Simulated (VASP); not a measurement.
**Ag: single point with PBE**

Ag, a slab with vacuum:

```
Ag
1.0
     2.93148    0.00000    0.00000
    -1.46574    2.53874    0.00000
     0.00000    0.00000   19.78709
Ag
3
Direct
  0.66667 0.33333 0.37947
  0.33333 0.66667 0.50000
  0.00000 0.00000 0.62053
```

The slab is cut from a database's or a generator's crystal, which needn't be the stable form of the element.

```yaml
Program: VASP 6.6.1
Task: single point
Functional: PBE
Potentials_or_basis: VASP PAW PBE potentials, release 64 (Ag)
Cutoff: 520 eV
k_mesh: 15 × 15 × 1
Occupations: methfessel-paxton, width 0.1 eV
Spin: no spin polarisation
```

The largest force is 0.018 eV/Å. The band gap on the k mesh is none (metal or under the smearing width). The work function of the upper face is 4.41 eV and the work function of the lower face is 4.41 eV.

Forces on the atoms (eV/Å):
```
Ag   0.000  0.000  0.018
Ag   0.000  0.000  0.000
Ag   0.000  0.000 -0.018
```

Levels at points of the mesh, in eV from the Fermi level:
```tsv
k point	band 13	band 14	band 15	band 16	band 17	band 18	band 19	band 20	band 21	band 22
(0.00, 0.00, 0.00)	-3.77	-3.46	-3.46	-3.15	-3.15	-1.42	0.37	3.90	4.52	5.10
```

Core levels (eV, on the scale of the bands):
| atom | levels |
| --- | --- |
| 1 Ag | 1s -25322.0, 2s -3725.6, 2p -3341.1, 3s -680.5, 3p -554.3, 3d -355.4, 4s -91.7, 4p -55.2 |
| 2 Ag | 1s -25322.2, 2s -3725.9, 2p -3341.4, 3s -680.8, 3p -554.5, 3d -355.6, 4s -92.0, 4p -55.4 |
| 3 Ag | 1s -25322.0, 2s -3725.6, 2p -3341.1, 3s -680.5, 3p -554.3, 3d -355.4, 4s -91.7, 4p -55.2 |

Run time: 90 s on 1 thread of Intel(R) Xeon(R) Platinum 8488C (Sapphire Rapids), on a shared host, peak memory 0.3 GiB.
